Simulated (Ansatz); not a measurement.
Write the native input for Ansatz 0.2.0 that does the following.

```
Task                                : band structure
Functional                          : PBEsol
Potentials or basis                 : Ansatz PAW
Cutoff                              : 420 eV (not typed: the program's choice for these potentials)
k mesh                              : 8 × 8 × 8
Occupations                         : fermi-dirac, width 0.05 eV
Spin                                : no spin polarisation
Path                                : [["G", "X", "W", "K", "G", "L", "U", "W", "L", "K"], ["U", "X"]]
Points for each segment of the path : 14
```

Crystal: ZnSe (Stilleite).

```xyz
2
Lattice="0.0000 2.8338 2.8338 2.8338 0.0000 2.8338 2.8338 2.8338 0.0000" Properties=species:S:1:pos:R:3 pbc="T T T"
Se    4.2507    4.2507    4.2507
Zn    0.0000    0.0000    0.0000
```

The input as run:

input.yaml

```yaml
crystal:
  lattice:
    - [0.0, 2.8338, 2.8338]
    - [2.8338, 0.0, 2.8338]
    - [2.8338, 2.8338, 0.0]
  atoms:
    - { symbol: Se, position: [0.75, 0.75, 0.75] }
    - { symbol: Zn, position: [0.0, 0.0, 0.0] }
hamiltonian:
  xc: pbesol
  pseudopotentials: { kind: paw }
kpoints:
  mp_grid: { grid: [8, 8, 8] }
  band_path:
    path:
      - [[0.0, 0.0, 0.0], [0.5, 0.0, 0.5], [0.5, 0.25, 0.75], [0.375, 0.375, 0.75], [0.0, 0.0, 0.0], [0.5, 0.5, 0.5], [0.625, 0.25, 0.625], [0.5, 0.25, 0.75], [0.5, 0.5, 0.5], [0.375, 0.375, 0.75]]
      - [[0.625, 0.25, 0.625], [0.5, 0.0, 0.5]]
    npoints: 14
scf:
  occupations: { method: fermi_dirac, width: 0.05 }
  n_extra_bands: 6
output:
  forces: true
  stress: true
  eigenvalues: true
  fatbands: false
```

Potentials or basis: Ansatz PAW.

Launch:

```bash
$ ansatz run input.yaml --threads 2 --pin off --max-ram 5632MiB --backend cpu --events-out ev --progress --plain --runs-dir out
```

It gave:

- Pressure: -1.1 GPa
- Band gap on the k mesh: 1.17 eV, direct
- Band gap along the path: 1.17 eV, direct

Caveat: the PAW data sets come from PBE, with cores solved anew for the run's functional, which leaves a small shift of forces and pressure.

Run time: 5.9 s on 2 threads of Intel(R) Xeon(R) Processor @ 2.70GHz, with other jobs on the host, peak memory 0.36 GiB.
